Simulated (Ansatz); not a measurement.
# AgBr (Fm-3m): how the settings move a single-point run

Aim: see which settings change the result for AgBr (Fm-3m), by how much, and at what cost.

Computed with Ansatz 0.2.0 (reference: DFT PBE, scalar-relativistic, plane waves, PAW, unless a step's input says otherwise).

5 further runs of the same task are left out: 3 that didn't finish, 2 set aside as unsound or not needed. Runs told in other sessions of the task aren't counted.

## 1. The system as given

Symmetry: Fm-3m, No. 225, cubic system. The conventional cell has a = 5.841 Å, b = 5.841 Å, c = 5.841 Å, α = 90.00°, β = 90.00°, γ = 90.00°. Around Ag (site symmetry m-3m) lie 6 Br at 2.92 Å. Around Br (site symmetry m-3m) lie 6 Ag at 2.92 Å.

As a file:

```cif
data_structure
_symmetry_space_group_name_H-M 'P 1'
_symmetry_Int_Tables_number 1
_cell_length_a 4.1299
_cell_length_b 4.1299
_cell_length_c 4.1299
_cell_angle_alpha 60.000
_cell_angle_beta 60.000
_cell_angle_gamma 60.000
_cell_volume 49.81
loop_
_atom_site_label
_atom_site_type_symbol
_atom_site_fract_x
_atom_site_fract_y
_atom_site_fract_z
_atom_site_occupancy
Ag1 Ag 0.50000 0.50000 0.50000 1
Br1 Br 0.00000 0.00000 0.00000 1
```

## 2. Reference

input.yaml

```yaml
crystal:
  lattice:
    - [0.0, 2.9202557431, 2.9202557431]
    - [2.9202557431, 0.0, 2.9202557431]
    - [2.9202557431, 2.9202557431, 0.0]
  atoms:
    - { symbol: Ag, position: [0.5, 0.5, 0.5] }
    - { symbol: Br, position: [0.0, 0.0, 0.0] }
basis:
  ecutwfc: 420
  ecutrho_ratio: 4
kpoints:
  mp_grid: { grid: [10, 10, 10] }
hamiltonian:
  xc: pbe
scf:
  occupations: { method: gaussian, width: 0.05 }
output:
  forces: true
  stress: true
  eigenvalues: true
```

Command:

```sh
$ ansatz run input.yaml --threads 4 --pin off --max-ram 7168MiB --backend cpu --events-out ev --progress --plain --runs-dir out
```

## 3. Changing settings: preconditioner ldos, mixing.algorithm broyden, mixing.beta 0.2

input.yaml, as its differences from that of step 2:

```diff
@@ -17,2 +17,3 @@
   occupations: { method: gaussian, width: 0.05 }
+  mixing: { preconditioner: ldos, algorithm: broyden, beta: 0.2 }
 output:
@@ -20,2 +21 @@
   stress: true
-  eigenvalues: true
```

## 4. Variant: mp_grid.grid [15, 15, 15]

input.yaml, as its differences from that of step 2:

```diff
@@ -12,3 +12,3 @@
 kpoints:
-  mp_grid: { grid: [10, 10, 10] }
+  mp_grid: { grid: [15, 15, 15] }
 hamiltonian:
@@ -20,2 +20 @@
   stress: true
-  eigenvalues: true
```

## 5. The same system, input altered

input.yaml, as its differences from that of step 2:

```diff
@@ -16,3 +16,4 @@
 scf:
-  occupations: { method: gaussian, width: 0.05 }
+  occupations: { method: tetrahedron }
+  convergence: { dr2_threshold: 0.0001 }
 output:
@@ -20,2 +21 @@
   stress: true
-  eigenvalues: true
```

## 7. Variant: accuracy high

input.yaml, as its differences from that of step 2:

```diff
@@ -20,2 +20,6 @@
   stress: true
-  eigenvalues: true
+  write_density: true
+  write_potential: true
+  elf: true
+  volumetric_format: npy
+accuracy: high
```

## 8. Variant: xc rpbe, mixing.algorithm anderson, mixing.beta 0.1, mixing.ndim 4

input.yaml, as its differences from that of step 2:

```diff
@@ -14,5 +14,6 @@
 hamiltonian:
-  xc: pbe
+  xc: rpbe
 scf:
   occupations: { method: gaussian, width: 0.05 }
+  mixing: { algorithm: anderson, beta: 0.1, ndim: 4 }
 output:
@@ -20,2 +21 @@
   stress: true
-  eigenvalues: true
```

(Steps that only read results are left out.)

What does the calculation give? Wanted: for each run, ending; energy change; pressure; gap; force.

The runs gave:

```tsv
run	ending	energy change	pressure (GPa)	gap (eV)	force (eV/Å)	cycles	time
reference	converged	0	0.0	0.69	0.00	6	0.63 s
1: preconditioner ldos, mixing.algorithm broyden, mixing.beta 0.2	converged	0.0 meV/atom	0.0	0.69	0.00	6	0.62 s
2: mp_grid.grid [15, 15, 15]	converged	0.0 meV/atom	0.0	0.70	0.00	6	1.2 s
3: occupations.method tetrahedron, dr2_threshold 0.0001, width left out	converged	0.0 meV/atom (σ→0)	0.0	0.69	0.00	3	0.56 s
4: accuracy high	converged	0.0 meV/atom	0.0	0.69	0.00	8	0.96 s
5: xc rpbe, mixing.algorithm anderson, mixing.beta 0.1, mixing.ndim 4	converged	not comparable	2.7	0.87	0.00	10	0.76 s
```

Times don't compare one to one where runs were asked for different outputs or read a saved state (see the inputs); cycles may leave out searches for a lower state.

Residual by cycle in the longest SCF loop of each run; runs are numbered as in the table. The quantity is the density residual dr2, in eV.

```tsv
cycle	reference	run 1	run 2	run 3	run 4	run 5
1	3.9e-5	3.9e-5	3.9e-5	3.9e-5	3.9e-5	0.00761
2	1.8e-5	2.4e-5	1.8e-5	1.8e-5	1.8e-5	0.00528
3	2.5e-6	1.0e-5	2.5e-6	2.5e-6	2.5e-6	7.8e-4
4	5.2e-7	1.5e-6	5.0e-7	-	5.2e-7	6.9e-4
5	4.0e-8	1.4e-7	3.6e-8	-	4.2e-8	4.6e-5
6	2.1e-9	5.3e-8	1.7e-9	-	2.6e-9	4.5e-5
7	-	-	-	-	2.8e-11	1.1e-6
8	-	-	-	-	1.3e-12	9.1e-7
9	-	-	-	-	-	1.0e-7
10	-	-	-	-	-	7.9e-8
```

**Reading.** Of the converged runs whose energies compare with the reference's, none moves it noticeably.
